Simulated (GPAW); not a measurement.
Crystal: ZnS.

```xyz
2
Lattice="0.0000 2.7020 2.7020 2.7020 0.0000 2.7020 2.7020 2.7020 0.0000" Properties=species:S:1:pos:R:3 pbc="T T T"
Zn    1.3510    1.3510    1.3510
S     0.0000    0.0000    0.0000
```

Program: GPAW 26.7.0. Alike in all runs: task band structure; no spin polarisation; cell as given; k mesh 7 × 7 × 7; cutoff (eV) 600; smearing fermi-dirac 0.05 eV.

Order these runs on this cell by their band gap on the k mesh, lowest first.
A. level BP86; potentials or basis PAW data sets generated in the run's folder for this functional, pw; band points 100
B. level RPBE; potentials or basis the program's PAW data sets (release 1.2.1) made for this functional, pw; band points 100
C. level LDA; potentials or basis JTH PAW 2.0, LDA, pw; band points 60; data set S jth, Zn jth

C (1.85 eV), A (2.05 eV), B (2.27 eV).

Caveats: the program truncates these outside data sets (some runs).

Runs at the PBE level aren't shown here.
